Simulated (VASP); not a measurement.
# Au (Im-3m) in VASP: further runs, part 2 of 3

VASP 6.6.1. The steps go on from the part before.

## 5. Relaxation of cell and atoms, PBEsol

INCAR

```
PREC = Accurate
ENCUT = 600
EDIFF = 1E-7
ISMEAR = 0
SIGMA = 0.1
LREAL = False
LASPH = True
NELM = 100
ALGO = Normal
ISIF = 3
LWAVE = False
LCHARG = False
GGA = PS
IBRION = 2
NSW = 90
EDIFFG = -0.005
```

KPOINTS

```
Automatic mesh
0
Gamma
  6 6 6
```

POSCAR

```
Au
1.0
   -1.6198059000      1.6198059000      1.6198059000
    1.6198059000     -1.6198059000      1.6198059000
    1.6198059000      1.6198059000     -1.6198059000
Au
1
Direct
    0.0000000000      0.0000000000      0.0000000000
```

Potentials or basis: VASP PAW PBE potentials, release 64 (Au).

On the command line:

```
$ cat potpaw_PBE.64/Au/POTCAR > POTCAR
$ mpirun -np 1 vasp_std > vasp.out
```

OUTCAR:

```text
PREC = Accurate
   ENCUT = 600
   EDIFF = 1E-7
   ISMEAR = 0
   LREAL = False
   LASPH = True
   NELM = 100
   ISIF = 3
   GGA = PS
   IBRION = 2
   NSW = 90
   EDIFFG = -0.005

 ion  position               nearest neighbor table
   1  0.000  0.000  0.000-

  LATTYP: Found a body centered cubic cell.
 ALAT       =     3.2396118000

  Lattice vectors:

 A1 = (  -1.6198059000,   1.6198059000,   1.6198059000)
 A2 = (   1.6198059000,  -1.6198059000,   1.6198059000)
 A3 = (   1.6198059000,   1.6198059000,  -1.6198059000)

Analysis of symmetry for initial positions (statically):
=====================================================================
 Subroutine PRICEL returns:
 Original cell was already a primitive cell.

 Routine SETGRP: Setting up the symmetry group for a
 body centered cubic supercell.

 Subroutine GETGRP returns: Found 48 space group operations
 (whereof 48 operations were pure point group operations)
 out of a pool of 48 trial point group operations.

The static configuration has the point symmetry O_h .

Analysis of symmetry for dynamics (positions and initial velocities):
=====================================================================
 Subroutine PRICEL returns:
 Original cell was already a primitive cell.

 Routine SETGRP: Setting up the symmetry group for a
 body centered cubic supercell.

 Subroutine GETGRP returns: Found 48 space group operations
 (whereof 48 operations were pure point group operations)
 out of a pool of 48 trial point group operations.

The dynamic configuration has the point symmetry O_h .

 Subroutine INISYM returns: Found 48 space group operations
 (whereof 48 operations are pure point group operations),
 and found     1 'primitive' translations

----------------------------------------------------------------------------------------

                                     Primitive cell

  volume of cell :      17.0000

  direct lattice vectors                    reciprocal lattice vectors
    -1.619805900  1.619805900  1.619805900     0.000000000  0.308678960  0.308678960
     1.619805900 -1.619805900  1.619805900     0.308678960  0.000000000  0.308678960
     1.619805900  1.619805900 -1.619805900     0.308678960  0.308678960  0.000000000

  length of vectors
     2.805586117  2.805586117  2.805586117     0.436537971  0.436537971  0.436537971

  position of ions in fractional coordinates (direct lattice)
     0.000000000  0.000000000  0.000000000

  ion indices of the primitive-cell ions
   primitive index   ion index
                 1           1

----------------------------------------------------------------------------------------

 KPOINTS: Automatic mesh

Automatic generation of k-mesh.
 Grid dimensions read from file:
 generate k-points for:    6    6    6

 Generating k-lattice:

  Cartesian coordinates                     Fractional coordinates (reciprocal lattice)
     0.000000000  0.051446493  0.051446493     0.166666667  0.000000000  0.000000000
     0.051446493  0.000000000  0.051446493     0.000000000  0.166666667  0.000000000
     0.051446493  0.051446493  0.000000000     0.000000000  0.000000000  0.166666667

  Length of vectors
     0.072756329  0.072756329  0.072756329

  Shift w.r.t. Gamma in fractional coordinates (k-lattice)
     0.000000000  0.000000000  0.000000000

 Subroutine IBZKPT returns following result:
 ===========================================

 Found     16 irreducible k-points:

 Following reciprocal coordinates:
            Coordinates               Weight
  0.000000  0.000000  0.000000      1.000000
  0.166667  0.000000  0.000000     12.000000
  0.333333  0.000000  0.000000     12.000000
  0.500000  0.000000  0.000000      6.000000
  0.166667  0.166667  0.000000     24.000000
  0.333333  0.166667  0.000000     48.000000
[... 8 lines left out ...]
  0.500000  0.500000  0.333333     12.000000
  0.500000  0.500000  0.500000      1.000000
   k-points           NKPTS =     16   k-points in BZ     NKDIM =     16   number of bands    NBANDS=      9
   number of dos      NEDOS =    301   number of ions     NIONS =      1
   total plane-waves  NPLWV =  13824
   dimension x,y,z NGX =    24 NGY =   24 NGZ =   24
   dimension x,y,z NGXF=    48 NGYF=   48 NGZF=   48
   ions per type =               1
   NGX,Y,Z   is equivalent  to a cutoff of  14.22, 14.22, 14.22 a.u.
   NGXF,Y,Z  is equivalent  to a cutoff of  28.44, 28.44, 28.44 a.u.
 SYSTEM =  unknown system
   PREC   = accura    normal or accurate (medium, high low for compatibility)
   ISTART =      0    job   : 0-new  1-cont  2-samecut
   ICHARG =      2    charge: 1-file 2-atom 10-const
   ISPIN  =      1    spin polarized calculation?
   LNONCOLLINEAR =      F non collinear calculations
   LSORBIT =      F    spin-orbit coupling
   LASPH  =      T    aspherical Exc in radial PAW
   ENCUT  =  600.0 eV  44.10 Ry    6.64 a.u.   5.60  5.60  5.60*2*pi/ulx,y,z
   NELM   =    100;   NELMIN=  2; NELMDL= -5     # of ELM steps
   EDIFF  = 0.1E-06   stopping-criterion for ELM
   LREAL  =      F    real-space projection
   EDIFFG = -.5E-02   stopping-criterion for IOM
   NSW    =     90    number of steps for IOM
   IBRION =      2    ionic relax: 0-MD 1-quasi-New 2-CG
   NFREE  =      1    steps in history (QN), initial steepest desc. (CG)
   ISIF   =      3    stress and relaxation
   ISYM   =      2    0-nonsym 1-usesym 2-fastsym
   POTIM  = 0.5000    time-step for ionic-motion
   TEBEG  =    0.0;   TEEND  =   0.0 temperature during run
   PSTRESS=    0.0 pullay stress
   NELECT =      11.0000    total number of electrons
   NUPDOWN=      -1.0000    fix difference up-down
   EMIN   =  10.00;   EMAX   =-10.00  energy-range for DOS
   EFERMI =   0.00;   METHOD = LEGACY
   ISMEAR =     0;   SIGMA  =   0.10  broadening in eV -4-tet -1-fermi 0-gaus
   EFERMI_NEDOS =   21; number of points for ismear=-14 and -15
   IALGO  =     38    algorithm
   IMIX   =      4    mixing-type and parameters
     AMIX     =   0.40;   BMIX     =  1.00
     AMIX_MAG =   1.60;   BMIX_MAG =  1.00
  volume/ion in A,a.u.               =      17.00       114.72
  Fermi-wavevector in a.u.,A,eV,Ry     =   1.415977  2.675808 27.279543  2.004990
  Thomas-Fermi vector in A             =   2.537359
   LORBIT       =      0    0 simple, 1 ext, 2 COOP (PROOUT), +10 PAW based schemes
   GGA     = PS    functional components
   LHFCALC =     F    Hartree Fock is set to
   AEXX    =    0.0000 exact exchange contribution
   IVDW    =     0    specifies the selected vdW correction
   LEPSILON=     F    determine dielectric tensor
   LRPA    =     F    only Hartree local field effects (RPA)
 conjugate gradient relaxation of ions
 non-spin polarized calculation
 Gauss-broadening in eV      SIGMA  =   0.10
  energy-cutoff  :      600.00
  volume of cell :       17.00
 maximum number of plane-waves:       586
 NGX is ok and might be reduce to    24
   NGX = 11   NGY = 11   NGZ = 11

--------------------------------------- Ionic step        1  -------------------------------------------

 number of electron      11.0000001 magnetization

 Free energy of the ion-electron system (eV)
  ---------------------------------------------------
  ext. energy  EPLUGINS =         0.00000000
  ---------------------------------------------------
  free energy    TOTEN  =        -3.81911577 eV

  energy without entropy =       -3.80774359  energy(sigma->0) =       -3.81342968

------------------------ aborting loop because EDIFF is reached ----------------------------------------

  FORCE on cell =-STRESS in cart. coord.  units (eV):
  Direction    XX          YY          ZZ          XY          YZ          ZX
  --------------------------------------------------------------------------------------
  -------------------------------------------------------------------------------------
  Total        0.0426774      0.0426774      0.0426774     -0.0000000     -0.0000000      0.0000000
  in kB        4.0221595      4.0221595      4.0221595     -0.0000000     -0.0000000      0.0000000
  external PRESSURE =       4.0221595 kB  Pullay stress =       0.0000000 kB
[... 55 lines left out ...]
  energy  without entropy=       -3.8077624826  energy(sigma->0) =       -3.81339039

--------------------------------------- Ionic step        3  -------------------------------------------

 number of electron      11.0000001 magnetization

 Free energy of the ion-electron system (eV)
  ---------------------------------------------------
  ext. energy  EPLUGINS =         0.00000000
  ---------------------------------------------------
  free energy    TOTEN  =        -3.81916251 eV

  energy without entropy =       -3.80783125  energy(sigma->0) =       -3.81349688

 E-fermi :   9.6077     XC(G=0): -12.8938

 val. band max:        9.5641946289   @ k =   0.1667   0.1667   0.1667
 cond. band min:       9.6593744701   @ k =   0.3333   0.1667   0.0000
 fundamental gap:      0.0951798412
 Fermi energy:         9.6076884221

 k-point     1 :       0.0000    0.0000    0.0000
  band No.  band energies     occupation
      1      -0.6304      2.00000
      2       4.3918      2.00000
      3       4.3918      2.00000
      4       4.3918      2.00000
      5       6.3455      2.00000
      6       6.3455      2.00000
      7      25.7860      0.00000
      8      25.7860      0.00000
      9      25.7860      0.00000
[... 206 lines left out ...]
  FREE ENERGIE OF THE ION-ELECTRON SYSTEM (eV)
  ---------------------------------------------------
  free  energy   TOTEN  =        -3.8191625070 eV

  energy  without entropy=       -3.8078312455  energy(sigma->0) =       -3.81349688

 reached required accuracy - stopping structural energy minimisation
```

CONTCAR:

```text
Au
   1.00000000000000
    -1.6209913100847544    1.6209913100847544    1.6209913100847544
     1.6209913100847544   -1.6209913100847544    1.6209913100847544
     1.6209913100847544    1.6209913100847544   -1.6209913100847544
  Au
     1
Direct
     0.0000000000000000    0.0000000000000000    0.0000000000000000

  0.00000000E+00  0.00000000E+00  0.00000000E+00
```

Wall time 4.8 s (1 thread of Intel Xeon Platinum 8488C (Sapphire Rapids), shared host); peak memory 0.14 GiB.

What came out:

* Free energy: -3.8192 eV
* Relaxed volume: 17.04 Å³/atom
* Relaxed cell: a = 2.808 Å, b = 2.808 Å, c = 2.808 Å, α = 109.47°, β = 109.47°, γ = 109.47°
* Space group after relaxing (to 0.05 Å): Im-3m (No. 229)
* Energy gained by relaxing: 0.0 meV/atom
* Ionic steps: 3
* Pressure after relaxing: 0.0 GPa
* Band gap on the k mesh: none (metal or under the smearing width)

Final structure:
```
Au
1.0
    -1.62099    1.62099    1.62099
     1.62099   -1.62099    1.62099
     1.62099    1.62099   -1.62099
Au
1
Direct
  0.00000 0.00000 0.00000
```

Caveat: the k mesh is coarse (spacing up to 0.46 Å⁻¹), so the values aren't converged; the PAW data sets were made with another functional, which shifts forces and pressure a little. The run has no spin-orbit coupling, so splittings on Au are missing.

(Part 2 of 3 ends here.)
